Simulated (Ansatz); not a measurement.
## Quasiparticle levels of KF (Fm-3m)

Theory: G0W0@PBE, plasmon-pole screening, all-electron datasets in plane waves (scalar-relativistic, Gaussian nuclei) in Ansatz 0.2.0-dev.

Input files:

```json
{
 "crystal": {"lattice": [[0.0, 2.63, 2.63], [2.63, 0.0, 2.63], [2.63, 2.63, 0.0]], "atoms": [{"symbol": "K", "position": [0.0, 0.0, 0.0]}, {"symbol": "F", "position": [0.5, 0.5, 0.5]}]},
 "basis": {"precision": "f64", "xc_grid": 2},
 "kpoints": {"mp_grid": {"grid": [4, 4, 4], "shift": [0, 0, 0]}},
 "hamiltonian": {"xc": "pbe", "dispersion": "none", "pseudopotentials": {"kind": "all_electron", "nuclear_model": "gaussian"}},
 "magnetization": {"spin_polarized": false},
 "scf": {"lower_state_search": "off", "max_iter": 200, "occupations": {"method": "fixed"}, "convergence": {"dr2_threshold": "1e-10 eV"}},
 "output": {},
 "gw": {"n_empty_bands": 234, "ecut_chi": 200, "ecutfock_ratio": 1, "qp_bands": ["v7", "c2"], "plasmon_pole_fit_frequency": 17.41}
}
```

Levels count from the highest filled Kohn-Sham level listed; ε_QP = ε_KS + Z(Σ − Vxc). VB is the top filled band, CB the lowest empty one. The wave cutoff came out at 3300 eV.

| k | band | ε_KS (eV) | Σx − Vxc (eV) | Σc (eV) | Z | ε_QP (eV) |
| --- | --- | --- | --- | --- | --- | --- |
| Γ | VB | 0.00 | -7.69 | 4.68 | 0.80 | -2.39 |
| Γ | CB | 6.43 | 4.09 | -2.89 | 0.89 | 7.50 |
| Γ | VB-3 | -9.21 | -6.76 | 2.57 | 0.84 | -12.74 |
| Γ | CB+1 | 10.81 | 5.99 | -3.32 | 0.88 | 13.17 |

The gap (direct at Γ) opens from 6.43 eV to 9.90 eV.

Electronic (ion-clamped) dielectric constant on this mesh, from the head of the inverse dielectric matrix: 1.9.

The cell is a model at fixed atoms and needn't be the relaxed known crystal. The mesh is coarse, so these are values at the stated settings, not converged ones. Band sums or response are cut, so the gap isn't at its basis limit.
